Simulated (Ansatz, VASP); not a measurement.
Given: the input of a run of VASP 6.6.1 on Se.

INCAR

```
SYSTEM = Se
  ALGO = Normal
  EDIFF = 1E-7
  ENCUT = 520
  GGA = PE
  ISIF = 2
  ISMEAR = -1
  LASPH = .True.
  LCHARG = .True.
  LELF = .True.
  LREAL = .False.
  LVHAR = .True.
  LWAVE = .False.
  NBANDS = 13
  NELM = 60
  PREC = Accurate
  SIGMA = 0.05
```

File KPOINTS:

```
k-points
0
Gamma
  10 10 6
  0 0 0
```

POSCAR

```
Se
1.0
    1.3942694300     -4.0390027650      0.0000000000
    1.3942694300      4.0390027650      0.0000000000
    0.0000000000      0.0000000000      4.6134314000
Se
2
Direct
    0.0643446800      0.9356553200      0.2500000000
    0.9356553200      0.0643446800      0.7500000000
```

Potentials or basis: VASP PAW PBE potentials, release 64 (Se).

The run is started by

```console
$ cat potpaw_PBE.64/Se/POTCAR > POTCAR
$ mpirun -np 1 vasp_std > vasp.out
```

Problem. Set up the same calculation for Ansatz 0.2.0. Potentials there: Ansatz PAW.

Solution. As run (the cutoff follows the program's own potentials):

The input input.yaml:

```yaml
crystal:
  lattice:
    - [1.39426943, -4.039002765, 0.0]
    - [1.39426943, 4.039002765, 0.0]
    - [0.0, 0.0, 4.6134314]
  atoms:
    - { symbol: Se, position: [0.06434468, 0.93565532, 0.25] }
    - { symbol: Se, position: [0.93565532, 0.06434468, 0.75] }
hamiltonian:
  xc: pbe
  pseudopotentials: { kind: paw }
kpoints:
  mp_grid: { grid: [10, 10, 6] }
scf:
  occupations: { method: fermi_dirac, width: 0.05 }
output:
  forces: true
  stress: true
  eigenvalues: true
```

Potentials or basis: Ansatz PAW.

Launch:

```console
$ ansatz run input.yaml --threads 2 --pin off --max-ram 5120MiB --backend cpu --events-out ev --progress --plain --runs-dir out
```

Both were run:

|  | VASP | Ansatz | Ansatz less VASP |
| --- | --- | --- | --- |
| gap on the k mesh at the Fermi level (eV) | none | none | - |
| pressure (GPa) | 1.6 | 1.5 | -0.05 |
| largest component of the traceless stress (GPa) | 1.72 | 1.67 | -0.055 |
| rms of the force components (eV/Å) | 0.018 | 0.021 | +0.0032 |

Atom by atom the forces differ by 0.003 eV/Å (rms over components). A gap of «none» marks a metal or a gap that the smearing closes. The two sets of potentials don't hold the same shells in valence.
